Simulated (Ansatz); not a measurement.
## KZnF3 (Pm-3m) under several functionals

**Measured values to compare with.**

From a printed reference work, monograph, for a bulk crystal of KZnF3: lattice constant a 4.055 Å.

Plane-wave DFT in Ansatz with scalar-relativistic PAW potentials. The same structure was relaxed (cell and atoms, symmetry kept) in separate runs at each level. No spin polarisation.

```csv
level,cutoff (eV),k mesh,V (Å³/atom),a (Å),gap (eV)
LDA,420,6×6×6,12.548,3.974,3.79
PBE+D3(BJ),420,6×6×6,13.743,4.096,3.77
PBE,420,6×6×6,14.064,4.128,3.71
```

Q: Where does PBEsol (420 eV, k mesh 6×6×6) fall?

A: V (Å³/atom) 13.307, a (Å) 4.052, gap (eV) 3.71. Its volume is between those of LDA and PBE+D3(BJ). The usual order of volumes, LDA < PBEsol < PBE, holds here (12.548, 13.307, 14.064 Å³/atom). As a rule LDA overbinds; PBEsol, built on the gradient expansion of slowly varying densities, lies between LDA and PBE; PBE's stronger gradient term for exchange weakens bonds. Adding D3 to PBE changes the volume by -2.3 %; the term is attractive, so it pulls cells in. In ionic crystals its C6 for cations, set by coordination number and not by charge, is often too large, so it can pull in too far. Each gap belongs to its own cell, so it mixes the functional's effect with that of the volume; gaps are the least found on the k mesh or on a band path.

For PBE: A measured lattice constant a of KZnF3 is 4.055 Å (a printed reference work, monograph); the calculated 4.128 Å misses it by +1.8 %. The calculations are for 0 K without zero-point motion.

Symmetry holds off the tilts and polar distortions that many cubic perovskites undergo.

Cost: 4 runs of about 1 core-minutes in all, on Arm Neoverse V2, AMD EPYC 7R43 (Zen 3) (shared hosts).